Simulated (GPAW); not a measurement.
# How BeS absorbs and reflects light

Wanted: where BeS starts to absorb, how strongly, and its refractive index. The cell comes from an older database entry, whose edges can differ from later determinations, mostly by under a per cent.

Method: DFT, PBE, plane-wave PAW (GPAW data sets), scalar-relativistic, RPA, optical limit, in GPAW 26.7.0.

The database entry behind the starting cell differs from later determinations by our own check (0.1 to 0.3 % short, probably kX units), so it need not match the best structure at ambient conditions.

## (1) The structure

The structure is cubic, space group F-43m (No. 216). Conventional cell: a = 4.850 Å, b = 4.850 Å, c = 4.850 Å, α = 90.00°, β = 90.00°, γ = 90.00°. Nearest to S lie 4 Be at 2.10 Å. Nearest to Be lie 4 S at 2.10 Å. Farther neighbours and most contacts between anions are not listed.

## (2) Ground state

The self-consistent density comes first; it also tells whether there is a gap, which decides the occupations and the need for a Drude term.

This step: DFT, PBE, plane-wave PAW (GPAW data sets), scalar-relativistic, ground state (GPAW 26.7.0).

gs.py reads:

```python
from ase import Atoms
from ase.dft.bandgap import bandgap
from gpaw import GPAW, PW, FermiDirac

atoms = Atoms(['S', 'Be'],
              cell=[[0.000000000000, 2.425000000000, 2.425000000000],
                    [2.425000000000, 0.000000000000, 2.425000000000],
                    [2.425000000000, 2.425000000000, 0.000000000000]],
              scaled_positions=[[0.750000000000, 0.750000000000, 0.750000000000],
                                [0.000000000000, 0.000000000000, 0.000000000000]],
              pbc=[True, True, True])
atoms.calc = GPAW(mode=PW(500), xc='PBE', kpts={'size': (8, 8, 8), 'gamma': True},
                  occupations=FermiDirac(0.05), maxiter=150, txt='gs.txt')
print('energy (eV)', atoms.get_potential_energy())
print('Fermi level (eV)', atoms.calc.get_fermi_level())
print('valence electrons', atoms.calc.get_number_of_electrons())
print('gap (eV)', bandgap(atoms.calc, output=None)[0])
print('direct gap (eV)', bandgap(atoms.calc, direct=True, output=None)[0])
atoms.calc.write('gs.gpw')
```

Command:

```
$ OMP_NUM_THREADS=1 python gs.py
```

Numbers of over 12 decimals in the logs are rounded to 6 here.

The log of the run:

```text
__  _  _
 | _ |_)|_||  |
 |__||  | ||/\| - 26.7.0

Versions:
  Python: 3.12.14
  ASE:    3.29.0
  Numpy:  2.5.5
  Scipy:  1.18.1
  Libxc:  7.0.0

Input parameters:
  mode=PW(ecut=500.0),
  kpts=MonkhorstPack(size=(8, 8, 8), gamma=True),
  maxiter=150,
  occupations=Occupations(name='fermi-dirac', width=0.05, fixmagmom=False),
  xc=XC(name='PBE')

Diagonalizing LCAO Hamiltonian
Converting LCAO to pw mode

                   S

       Be

Atoms  # Å, Bohr magnetons
|   | symbol |        x |        y |        z |    initial magnetic moments |
| 0 |      S | 3.637500 | 3.637500 | 3.637500 | ( 0.0000,  0.0000,  0.0000) |
| 1 |     Be | 0.000000 | 0.000000 | 0.000000 | ( 0.0000,  0.0000,  0.0000) |

Unit cell  # Å
| periodic |        x |        y |        z |  lengths |    angles |
|      yes | 0.000000 | 2.425000 | 2.425000 | 3.429468 | 60.000000 |
|      yes | 2.425000 | 0.000000 | 2.425000 | 3.429468 | 60.000000 |
|      yes | 2.425000 | 2.425000 | 0.000000 | 3.429468 | 60.000000 |

Number of symmetries: 24
Symmetry operations  # r_c * U_cc + t_c -> r_c
|    | kind |            matrix            |
|  0 |  E   |  1, 0, 0,  0, 1, 0,  0, 0, 1 |
|  1 |  σ   |  1, 0, 0,  0, 0, 1,  0, 1, 0 |
|  2 |  σ   |  1, 0,-1,  0, 1,-1,  0, 0,-1 |
|  3 |  C3  |  1, 0,-1,  0, 0,-1,  0, 1,-1 |
|  4 |  C3  |  1,-1, 0,  0,-1, 1,  0,-1, 0 |
|  5 |  σ   |  1,-1, 0,  0,-1, 0,  0,-1, 1 |
|  6 |  σ   |  0, 1, 0,  1, 0, 0,  0, 0, 1 |
|  7 |  C3  |  0, 1, 0,  0, 0, 1,  1, 0, 0 |
|  8 |  C2  |  0, 1,-1,  1, 0,-1,  0, 0,-1 |
|  9 |  S4  |  0, 1,-1,  0, 0,-1,  1, 0,-1 |
| 10 |  C3  |  0, 0, 1,  1, 0, 0,  0, 1, 0 |
| 11 |  σ   |  0, 0, 1,  0, 1, 0,  1, 0, 0 |
| 12 |  S4  |  0, 0,-1,  1, 0,-1,  0, 1,-1 |
| 13 |  C3  |  0, 0,-1,  0, 1,-1,  1, 0,-1 |
| 14 |  S4  |  0,-1, 1,  1,-1, 0,  0,-1, 0 |
| 15 |  C2  |  0,-1, 1,  0,-1, 0,  1,-1, 0 |
| 16 |  C3  |  0,-1, 0,  1,-1, 0,  0,-1, 1 |
| 17 |  S4  |  0,-1, 0,  0,-1, 1,  1,-1, 0 |
| 18 |  S4  | -1, 1, 0, -1, 0, 1, -1, 0, 0 |
| 19 |  C3  | -1, 1, 0, -1, 0, 0, -1, 0, 1 |
| 20 |  C3  | -1, 0, 1, -1, 1, 0, -1, 0, 0 |
| 21 |  S4  | -1, 0, 1, -1, 0, 0, -1, 1, 0 |
| 22 |  σ   | -1, 0, 0, -1, 1, 0, -1, 0, 1 |
| 23 |  C2  | -1, 0, 0, -1, 0, 1, -1, 1, 0 |

BZ-sampling:
  Number of BZ points: 512
  Number of IBZ points: 29

  Monkhorst-Pack size: [8, 8, 8]
  Monkhorst-Pack shift: [0.0625, 0.0625, 0.0625]

K-points  # in reciprocal-cell coordinates
|     |                                coordinates |     weight |
|   0 | (  0.00000000,   0.00000000,   0.00000000) | 0.00195312 |
|   1 | (  0.12500000,   0.12500000,   0.00000000) | 0.01171875 |
|   2 | (  0.12500000,   0.12500000,   0.12500000) | 0.01562500 |
|   3 | (  0.25000000,   0.12500000,   0.12500000) | 0.02343750 |
|   4 | (  0.25000000,   0.25000000,   0.00000000) | 0.01171875 |
|   5 | (  0.25000000,   0.25000000,   0.12500000) | 0.04687500 |
|   6 | (  0.25000000,   0.25000000,   0.25000000) | 0.01562500 |
|   7 | (  0.37500000,   0.25000000,  -0.37500000) | 0.04687500 |
|   8 | (  0.37500000,   0.25000000,   0.12500000) | 0.04687500 |
|   9 | (  0.37500000,   0.25000000,   0.25000000) | 0.04687500 |
| ... |                                            |            |
|  28 | (  0.50000000,   0.50000000,   0.50000000) | 0.00781250 |

Plane wave coefficients: 740
Cutoff: 500.0 eV

Spin-components: 1 (collinear spins)
Bands:           8
Projectors:      8
Spin-degeneracy: 2
Datatype:        complex128

Parallelization:
  kpt:    1
  domain: 1
  band:   1

Density:
  Valence electrons: 8.0
  Components: 1
  Grid points: [18 18 18]
  Charge: 0.0  # |e|

Potential:
  Grid points: [18 18 18]

species:
  S:
    name:    Sulfur
    id:
    Z:       16.0
    valence: 6
    core:    10
    charge:  0.0  # [|e|]
    compensation charges:
      type: gauss
      rc: 0.24  # [Å]
      lmax: 2
    cutoffs:
      filter: 1.77  # [Å]
      core: 1.66  # [Å]
    projectors
    | kind |    occ | energy [eV] | rcut [Å] |
    |   3s |  2.000 |     -17.254 |    0.974 |
    |   3p |  4.000 |      -7.008 |    0.979 |
    |    s |        |       9.957 |    0.974 |
    |    p |        |      20.203 |    0.979 |
    |    d |        |       0.000 |    0.900 |

    Using partial waves for S as LCAO basis

  Be:
    name:    Beryllium
    id:
    Z:       4.0
    valence: 2
    core:    2
    charge:  0.0  # [|e|]
    compensation charges:
      type: gauss
      rc: 0.25  # [Å]
      lmax: 2
    cutoffs:
      filter: 1.42  # [Å]
      core: 1.77  # [Å]
    projectors
    | kind |    occ | energy [eV] | rcut [Å] |
    |   2s |  2.000 |      -5.610 |    0.794 |
    |   2p |  0.000 |      -2.018 |    0.794 |
    |    s |        |      21.602 |    0.794 |

    Using partial waves for Be as LCAO basis

Reference energy: -11255.804871  # eV

eigensolver:
  PPCG
  Converge bands: occupied
  niter=2

density mixing:
  MSR1-Mixer
  Pratt-step length: 0.05
  Maximum mixing coefficient: 0.75
  Old densities: 10
  SVD Regularization: 0.005
  Good broyden scale: 1.0
  Trust region scale: 1.0
  Backstep threshold: 4.0
  History deletion threshold: 6.0
  Fourier metric: weight=20.0, sigma=0.015

occupation numbers:
  Fermi-Dirac:
    width: 0.0500  # eV

poisson solver:
  ecut: 4000.0  # eV

xc functional:
  name: PBE with 2 nearest neighbor stencil

convergence criteria:
- Maximum [total energy] change in last 3 cyles: 0.0005 eV / valence electron
- Maximum integral of absolute [dens]ity change: 0.0001 electrons / valence electron
- Maximum integral of absolute [eigenst]ate change: 4e-08 eV^2 / valence electron
maximum number of iterations: 150

SCF iterations
|iter     |      energy | eigst |  dens |
|iter:   1||  -10.036568 | -0.09 |       |
|iter:   2||  -10.021500 | -2.33 | -0.93 |
|iter:   3||   -9.914361 | -1.99 | -0.96 |
|iter:   4||   -9.917405 | -3.03 | -1.57 |
|iter:   5||   -9.917951c| -4.34 | -2.17 |
|iter:   6||   -9.917996c| -5.53 | -2.76 |
|iter:   7||   -9.917997c| -7.05 | -3.72 |
|iter:   8||   -9.917998c| -8.04c| -4.18c|

Converged in 8 steps
SCF loop duration: 2.523 s (0.315 s/step)
Energy contributions relative to reference atoms: (reference = -11255.804871)

Energy contributions:
  Kinetic:          11.751271
  Coulomb:         -10.800081
  Zero:             -0.002675
  External:          0.000000
  Xc:              -10.866512
  Entropy:          -0.000000
  Spinorbit:         0.000000
  ----------------------------
  Free energy:      -9.917998
  Extrapolated:     -9.917998

dipole moment: (-1.681659, -1.681659, -1.681659)  # |e|*Ang

Fermi level: 6.560
Eigenvalues  # (at kpt = [0.000, 0.000, 0.000])
| band index |      eig [eV] | occ [0-2] |
|          0 |        -9.013 |     2.000 |
|          1 |         4.692 |     2.000 |
|          2 |         4.692 |     2.000 |
|          3 |         4.692 |     2.000 |
|          4 |        10.337 |     0.000 |
|          5 |        10.337 |     0.000 |
|          6 |        10.337 |     0.000 |
|          7 |        10.567 |     0.000 |

Gap: 3.103 eV
Transition (v -> c):
  (s=0, k=0, n=3, [0.00, 0.00, 0.00]) -> (s=0, k=24, n=4, [0.50, 0.50, 0.00])
Direct/indirect transitions are different
Direct gap: 5.644 eV
Transition at: (s=0, k=0, n=3, [0.00, 0.00, 0.00])

--- standard output ---
energy (eV) -9.917998
Fermi level (eV) 6.560038
valence electrons 8.0
gap (eV) 3.103316
direct gap (eV) 5.644377
```

Wall time 3.6 s (1 thread of Arm Neoverse V2, shared host); peak memory 0.12 GiB.

Numbers from this step:

* energy: -9.918 eV
* Fermi energy: 6.560 eV
* gap on the k-mesh: 3.103 eV
* direct gap on the mesh: 5.644 eV
* electrons: 8

There is a gap, 3.10 eV on this mesh (points off the mesh can give less), so no carriers' term is needed.

## (3) Bands for the response

At the fixed density, many empty bands are solved on the mesh of the response, since the spectrum sums over them.

This step: DFT, PBE, plane-wave PAW (GPAW data sets), scalar-relativistic, bands at fixed density (GPAW 26.7.0).

nscf.py reads:

```python
from ase.dft.bandgap import bandgap
from gpaw import GPAW, FermiDirac

calc = GPAW('gs.gpw').fixed_density(kpts={'size': (12, 12, 12), 'gamma': True}, nbands=27, convergence={'bands': 21},
                                    occupations=FermiDirac(0.001), txt='nscf.txt')
print('gap (eV)', bandgap(calc, output=None)[0])
print('direct gap (eV)', bandgap(calc, direct=True, output=None)[0])
print('top band over the Fermi level (eV)', min(calc.get_eigenvalues(kpt=k)[20] for k in range(len(calc.get_ibz_k_points()))) - calc.get_fermi_level())
calc.write('full.gpw', mode='all')
```

Command:

```
$ OMP_NUM_THREADS=1 python nscf.py
```

The log of the run:

```text
Diagonalizing LCAO Hamiltonian
Converting LCAO to pw mode
convergence criteria:
- Maximum integral of absolute [eigenst]ate change: 4e-08 eV^2 / valence electron
maximum number of iterations: 150

SCF iterations
|iter     |      energy | eigst |  dens |
|iter:   1||             | +3.28 |       |
|iter:   2||             | +1.58 |       |
|iter:   3||             | -0.75 |       |
|iter:   4||             | -2.37 |       |
|iter:   5||             | -4.17 |       |
|iter:   6||             | -5.56 |       |
|iter:   7||             | -7.10 |       |
|iter:   8||             | -7.91c|       |
SCF steps: 8
  __  _  _
 | _ |_)|_||  |
 |__||  | ||/\| - 26.7.0

Versions:
  Python: 3.12.14
  ASE:    3.29.0
  Numpy:  2.5.5
  Scipy:  1.18.1
  Libxc:  7.0.0

Input parameters:
  mode=PW(ecut=500.0),
  convergence={'bands': 21},
  gpts=array([18, 18, 18]),
  kpts=MonkhorstPack(size=(12, 12, 12), gamma=True),
  maxiter=150,
  nbands=27,
  occupations=Occupations(name='fermi-dirac', width=0.001, fixmagmom=False),
  parallel={},
  xc=XC(name='PBE')

--- standard output ---
gap (eV) 3.103316
direct gap (eV) 5.644377
top band over the Fermi level (eV) 27.399291
```

Wall time 19 s (1 thread); peak memory 0.16 GiB.

## (4) Dielectric function, RPA

Local fields let the induced charge screen the field inside the cell, which as a rule lowers ε, most along directions where the density is uneven.

This step: DFT, PBE, plane-wave PAW (GPAW data sets), scalar-relativistic, RPA, optical limit (GPAW 26.7.0).

df.py reads:

```python
from gpaw.response.df import DielectricFunction

df = DielectricFunction('full.gpw', frequencies={'type': 'nonlinear', 'domega0': 0.03, 'omega2': 8},
                        ecut=60,
                        eta=0.15,
                        nbands=21,
                        txt='df.txt')
for direction in ['x']:
    df.get_dielectric_function(xc='RPA', direction=direction, filename=f'df_{direction}.csv')
```

Command:

```
$ OMP_NUM_THREADS=1 python df.py
```

The log of the run:

```text
Using integrator: PointIntegrator
NonLinearFrequencyDescriptor(from 0.000 to 49.462 eV, 464 points)
Nonperiodic BCs:  [False False False]
Using integrator: PointIntegrator
NonLinearFrequencyDescriptor(from 0.000 to 49.462 eV, 464 points)
Nonperiodic BCs:  [False False False]

Calculating chi0 body with:
    Ground state adapter containing:
    Number of spins: 1
    Number of kpoints: 1728
    Number of irreducible kpoints: 72
    Number of completely occupied states: 4
    Number of partially occupied states: 4

    Linear response parametrization:
    q_c: [0.0, 0.0, 0.0]
    Number of frequency points: 464
    Planewave cutoff: 60.0
    Number of bands: 21
    Number of planewaves: 27
    Broadening (eta): 0.15

Integrating chi0 body.

Symmetries of q_c:
    Direct symmetries (Uq -> q): 24
    Indirect symmetries (TUq -> q): 24
In total 48 allowed symmetries.

72 groups of equivalent kpoints. 95.833333% reduction.

Integral kind: spectral function

Calculating chi0 optical extensions with:
    Ground state adapter containing:
    Number of spins: 1
    Number of kpoints: 1728
    Number of irreducible kpoints: 72
    Number of completely occupied states: 4
    Number of partially occupied states: 4

    Linear response parametrization:
    Number of frequency points: 464
    Planewave cutoff: 60.0
    Number of bands: 21
    Number of planewaves: 27
    Broadening (eta): 0.15
Integrating chi0 head and wings.

Symmetries of q_c:
    Direct symmetries (Uq -> q): 24
    Indirect symmetries (TUq -> q): 24
In total 48 allowed symmetries.

72 groups of equivalent kpoints. 95.833333% reduction.

Integral kind: spectral function wings
```

Wall time 3.1 s (1 thread); peak memory 0.18 GiB.

This step gave:

| Item | Value |
| --- | --- |
| electronic dielectric constant ε∞, mean over x, y and z (by symmetry where fewer were run) | 4.915 |
| main peak of Im epsilon, first axis | 6.931 eV |

Some rows of df_x.csv (energy; Re and Im without local fields; Re and Im with them):

```text
0.000000, 5.666028, -0.000000, 4.914995, -0.000000
0.555532, 5.692083, 0.014185, 4.935360, 0.011084
1.143969, 5.778806, 0.030441, 5.003079, 0.023751
1.768324, 5.946131, 0.050868, 5.133459, 0.039578
2.431988, 6.230219, 0.079452, 5.354006, 0.061535
3.138794, 6.702104, 0.125129, 5.718212, 0.096222
3.893091, 7.522534, 0.212973, 6.345651, 0.161945
4.699832, 9.164809, 0.448208, 7.582842, 0.334429
5.564682, 14.159480, 2.589790, 11.247658, 1.862778
6.494155, 12.709572, 15.051936, 10.805762, 10.487853
7.495775, -0.427852, 15.994948, 1.814885, 11.869211
8.578281, -4.059549, 5.977968, -2.706805, 5.568656
9.751884, -4.475643, 5.154194, -2.510541, 5.764990
11.028587, -1.638209, 2.072110, -1.183039, 1.895318
12.422601, -1.903564, 1.644372, -1.326707, 1.943178
13.950874, -1.083368, 0.939165, -0.801139, 1.080322
15.633783, -0.871605, 0.581133, -0.745786, 0.876841
17.496047, -0.447642, 0.456804, -0.273528, 0.669235
19.567954, -0.082332, 0.397924, 0.134410, 0.491475
```

Values under the direct gap are tails of Lorentzian lines. Table of Im ε, E ∥ x by photon energy; read off at these points:

```tsv
photon energy (eV)	Im ε, E ∥ x
0	0
1	0.0205
2	0.0465
3	0.0880
4	0.176
5	0.489
6	6.04
7	14.1
8	8.51
9	5.08
10	4.58
11	1.89
12	2.51
13	1.56
14	1.10
15	1.09
16	0.686
17	0.780
18	0.494
19	0.481
20	0.566
21	0.382
```

Re ε, E ∥ x against photon energy:

```tsv
photon energy (eV)	Re ε, E ∥ x
0	4.92
1	4.98
2	5.20
3	5.63
4	6.47
5	8.37
6	11.8
7	3.65
8	-1.81
9	-1.31
10	-3.10
11	-1.25
12	-1.16
13	-0.703
14	-0.731
15	-0.472
16	-0.542
17	-0.265
18	-0.150
19	-3.4e-4
20	0.0418
21	0.164
```

The reflectivity at normal incidence, E ∥ x has structure finer than the step of the table below, so its rows give means over 0.5 eV, whole bins alone (the curve runs from 0 to 21.9 eV). Peaks (eV: height): 8.45: 48.4, 10.38: 54.1, 12.50: 41.4, 13.77: 43.1, 15.63: 41.0, 17.61: 30.4, 20.57: 21.1.

Reflectivity at normal incidence, E ∥ x against photon energy; means over each step:

```tsv
photon energy (eV)	reflectivity at normal incidence, E ∥ x (%)
0.5	14.4
1.0	14.5
1.5	14.8
2.0	15.2
2.5	15.8
3.0	16.6
3.5	17.6
4.0	19.0
4.5	20.9
5.0	23.8
5.5	28.8
6.0	33.6
6.5	38.1
7.0	42.6
7.5	43.0
8.0	45.5
8.5	45.9
9.0	37.6
9.5	39.0
10.0	49.7
10.5	52.1
11.0	39.2
11.5	31.6
12.0	36.2
12.5	40.4
13.0	32.5
13.5	38.4
14.0	36.8
14.5	33.8
15.0	30.1
15.5	37.1
16.0	38.3
16.5	27.6
17.0	26.4
17.5	29.0
18.0	27.3
18.5	22.3
19.0	20.1
19.5	15.3
20.0	16.9
20.5	19.8
21.0	14.7
21.5	17.2
```

The refractive index n and extinction k by photon energy:

```tsv
photon energy (eV)	n	k
0	2.22	0
1	2.23	0.00459
2	2.28	0.0102
3	2.37	0.0185
4	2.54	0.0346
5	2.89	0.0844
6	3.54	0.853
7	3.02	2.34
8	1.86	2.29
9	1.40	1.81
10	1.10	2.08
11	0.714	1.33
12	0.896	1.40
13	0.711	1.10
14	0.544	1.01
15	0.599	0.912
16	0.407	0.841
17	0.528	0.738
18	0.429	0.577
19	0.490	0.491
20	0.552	0.513
21	0.538	0.355
```

The loss function −Im 1/ε at q → 0, E ∥ x has structure finer than the step of the table below, so its rows give means over 0.5 eV, whole bins alone (the curve runs from 0 to 21.9 eV). Peaks (eV: height): 19.21: 2.18, 20.69: 2.68.

Values under the direct gap are tails of Lorentzian lines. Loss function −Im 1/ε at q → 0, E ∥ x against energy loss; means over each step:

```tsv
energy loss (eV)	loss function −Im 1/ε at q → 0, E ∥ x
0.5	4.1e-4
1.0	8.3e-4
1.5	0.00126
2.0	0.00172
2.5	0.00222
3.0	0.00278
3.5	0.00342
4.0	0.00421
4.5	0.00527
5.0	0.00704
5.5	0.0136
6.0	0.0329
6.5	0.0463
7.0	0.0678
7.5	0.0834
8.0	0.106
8.5	0.136
9.0	0.185
9.5	0.166
10.0	0.150
10.5	0.202
11.0	0.362
11.5	0.361
12.0	0.333
12.5	0.371
13.0	0.499
13.5	0.415
14.0	0.588
14.5	0.653
15.0	0.729
15.5	0.659
16.0	0.948
16.5	1.28
17.0	1.20
17.5	1.34
18.0	1.78
18.5	1.93
19.0	2.09
19.5	1.96
20.0	1.79
20.5	2.27
21.0	2.26
21.5	2.26
```

From ε follow the optical constants at some laser and lamp lines:

```tsv
wavelength (nm)	n	k	R (%)	1/α
1550	2.23	0.004	14.5	34 µm
800	2.25	0.007	14.9	8.5 µm
633	2.28	0.010	15.2	5.1 µm
532	2.31	0.013	15.6	3.4 µm
308	2.55	0.035	19.1	696 nm
248	2.89	0.084	23.7	234 nm
193	3.61	1.344	37.4	11 nm
```

Below the direct gap, k and the depth come from the tails of the Lorentzian lines, not from transitions.

Rows near the edge hang on the gap, which this functional as a rule makes too small, and phonon-assisted absorption is left out.

## (5) Results

| Item | Value |
| --- | --- |
| electronic dielectric constant ε∞, mean over x, y and z (by symmetry where fewer were run) (RPA) | 4.92 |
| main peak of Im epsilon, first axis | 6.93 eV |

**Reading.** At this level (PBE, RPA) BeS has ε∞ = 4.92 and n = 2.23 at 1550 nm, and Im ε peaks at 6.9 eV. On the mesh the gap is 3.10 eV and the least direct gap 5.64 eV, so on this mesh the band edges lie at different points. Local fields change the static value along x from 5.67 to 4.92 (-13 %). Distinct maxima of Im ε, read by a parabola through the highest points, lie at 6.93 eV (15), 7.60 eV (12), 9.66 eV (6.0) and 11.53 eV (2.7). Excitons and phonon-assisted transitions are missing; PBE gaps are as a rule too small, which pulls the onset down and ε∞ up. The sum runs over mesh points, so small or evenly spaced maxima can still be ripples of the mesh. Besides steps told in other documents, this task had 1 run with a known fault of program or setting; those not told in a step above aren't shown.

[Machine, clock and banner lines and Python warnings are left out of the logs.]

[Logs are printed without paths, hosts, clocks, repeated set-up lines and the standing remarks that a program may print on its own settings, such as how far it seeks lower states.]

[Hosts, paths, dates, database ids (printed as entryN), source tags and the programs' standing remarks are cut or masked in the printed files.]
